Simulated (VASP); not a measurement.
Runs of VASP 6.6.1 on Mg3Sb2. The structure is trigonal, space group P-3m1 (No. 164). Conventional cell: a = 4.555 Å, b = 4.555 Å, c = 7.186 Å, α = 90.00°, β = 90.00°, γ = 120.00°. Mg (site symmetry 3m) has 4 Sb at 2.83 to 2.94 Å and 3 Mg at 3.25 Å as nearest neighbours. Mg (site symmetry -3m) is surrounded by 6 Sb at 3.08 Å. Around Sb (site symmetry 3m) lie 7 Mg at 2.83 to 3.08 Å. 

```tsv
task	level	potentials or basis	spin	cell	cutoff (eV)	gap on the mesh (eV)	pressure (GPa)	largest force (eV/Å)
band structure	r2SCAN	VASP PAW PBE potentials, release 64 (Mg, Sb)	off	P-3m1, 25.82 Å³/atom	520	0.52	(b)	0.19
relaxation of cell and atoms	PBEsol	VASP PAW PBE potentials, release 64 (Mg, Sb)	off	relaxed	600	0.16	0.0	-
band structure	LDA	VASP PAW LDA potentials, release 64 (Mg, Sb)	off	P-3m1, 25.82 Å³/atom	520	0.11	(c)	(a)
band structure	TB-mBJ	VASP PAW PBE potentials, release 64 (Mg, Sb)	off	P-3m1, 25.82 Å³/atom	520	0.65	-	-
```

Alike in all rows: k mesh 9 × 9 × 5; smearing gaussian 0.03 eV.

Estimate the missing entries.

(a) 0.09; (b) 0.5; (c) -1.7.

Caveats: spin-orbit coupling is left out, which moves the levels of the heavy elements; the PAW data sets were made with another functional, which shifts forces and pressure a little (some runs); an odd mesh through Γ misses points on the zone boundary, where band edges often lie (some runs).

A k mesh can miss the band edges, and the runs leave out spin-orbit coupling on Sb.

Runs at the PBE level aren't shown here.
